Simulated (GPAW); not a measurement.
Wanted: an ASE script for a GPAW 26.7.0 run.

| Property | Result |
| --- | --- |
| Task | equation of state |
| Functional | PBE |
| Dispersion | D4 |
| Potentials or basis | GPAW PAW data sets (gpaw-data 1.2.1) |
| Cutoff | 600 eV |
| Basis | pw |
| k mesh | 6 × 6 × 6 |
| Occupations | fermi-dirac, width 0.05 eV |
| Spin | no spin polarisation |
| Maxiter | 150 |
| Eos scales | [0.94, 0.96, 0.98, 1.0, 1.02, 1.04, 1.06] |

The structure of CdTe lies in POSCAR:

```
CdTe
1.0
    0.0000000000      3.2050000000      3.2050000000
    3.2050000000      0.0000000000      3.2050000000
    3.2050000000      3.2050000000      0.0000000000
Te Cd
1 1
Direct
    0.7500000000      0.7500000000      0.7500000000
    0.0000000000      0.0000000000      0.0000000000
```

The input as run:

run.py

```python
from ase.calculators.mixing import SumCalculator
from ase.eos import EquationOfState
from ase.io import Trajectory, read
from ase.units import GPa
from dftd4.ase import DFTD4
from gpaw import GPAW, PW

atoms = read('POSCAR')

traj = Trajectory('eos.traj', 'w')
volumes, energies = [], []
for x in [0.94, 0.96, 0.98, 1.0, 1.02, 1.04, 1.06]:
    a = atoms.copy()
    a.set_cell(atoms.cell * x**(1 / 3), scale_atoms=True)
    calc = GPAW(mode=PW(600),
                xc='PBE',
                kpts={'size': (6, 6, 6), 'gamma': True},
                occupations={'name': 'fermi-dirac', 'width': 0.05},
                nbands=18,
                convergence={'density': 1e-05, 'energy': 1e-05},
                maxiter=150,
                txt=f'eos-{x:.2f}.txt')
    a.calc = SumCalculator([calc, DFTD4(method='pbe')])
    energies.append(a.get_potential_energy())
    volumes.append(a.get_volume())
    p = -a.get_stress()[:3].mean() / GPa
    calc.write(f'eos-{x:.2f}.gpw')
    traj.write(a)
    print(f'{x:.2f} {volumes[-1]:10.4f} A^3 {energies[-1]:14.6f} eV {p:9.3f} GPa', flush=True)

v0, e0, B = EquationOfState(volumes, energies, eos='birchmurnaghan').fit()
print(f'V0 = {v0:.4f} A^3, E0 = {e0:.6f} eV, B0 = {B / GPa:.2f} GPa')
```

Potentials or basis: GPAW PAW data sets (gpaw-data 1.2.1), pw.

The run is started by

```console
$ OMP_NUM_THREADS=1 python run.py
```

It gave:

The equilibrium volume is 34.27 Å³/atom. The bulk modulus is 41 GPa and the pressure derivative of the bulk modulus is 4.8.

Wall time 90 s on 1 thread of Intel(R) Xeon(R) Platinum 8375C CPU @ 2.90GHz (Ice Lake) (shared host), peak memory 0.28 GiB.
